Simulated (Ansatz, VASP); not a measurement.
**SnO2 in VASP and in Ansatz**

```xyz
3
Lattice="3.0233 0.0605 0.0000 0.0993 4.9647 0.0000 0.0000 0.0000 5.9770" Properties=species:S:1:pos:R:3 pbc="T T T"
Sn    1.5613    2.5126    0.0000
O     0.0496    2.4823    4.6364
O     0.0496    2.4823    1.3405
```

Change from the starting cell: strain = 0.04.

Alike in both runs: task single point; functional PBE; k mesh 9 × 6 × 5; occupations fermi-dirac, width 0.05 eV; no spin polarisation.

|  | VASP | Ansatz |
| --- | --- | --- |
| version | VASP 6.6.1 | Ansatz 0.2.0 |
| potentials or method | VASP PAW PBE potentials, release 64 (Sn_d, O) | Ansatz PAW |
| plane-wave cutoff (eV) | 520 | 420 |
| valence electrons in the cell | 26 | 26 |

|  | VASP | Ansatz | Ansatz less VASP |
| --- | --- | --- | --- |
| gap on the k mesh at the Fermi level (eV) | 1.28 | 1.31 | +0.026 |
| least direct gap on the mesh (eV) | 1.85 | 1.86 | +0.012 |
| pressure (GPa) | 0.7 | 0.5 | -0.28 |
| largest component of the traceless stress (GPa) | 0.32 | 0.06 | -0.257 |
| rms of the force components (eV/Å) | 0.043 | 0.002 | -0.0417 |

Atom by atom the forces differ by 0.045 eV/Å (rms over components).

Caveats: spin-orbit coupling is left out, which moves the levels of the heavy elements; an odd mesh through Γ misses points on the zone boundary, where band edges often lie (VASP); odd divisions of the mesh miss points on the zone boundary, where band edges often lie, so the gap on the mesh can be too wide (Ansatz); the pressure holds a Pulay correction of +0.3 GPa for the finite cutoff (Ansatz).
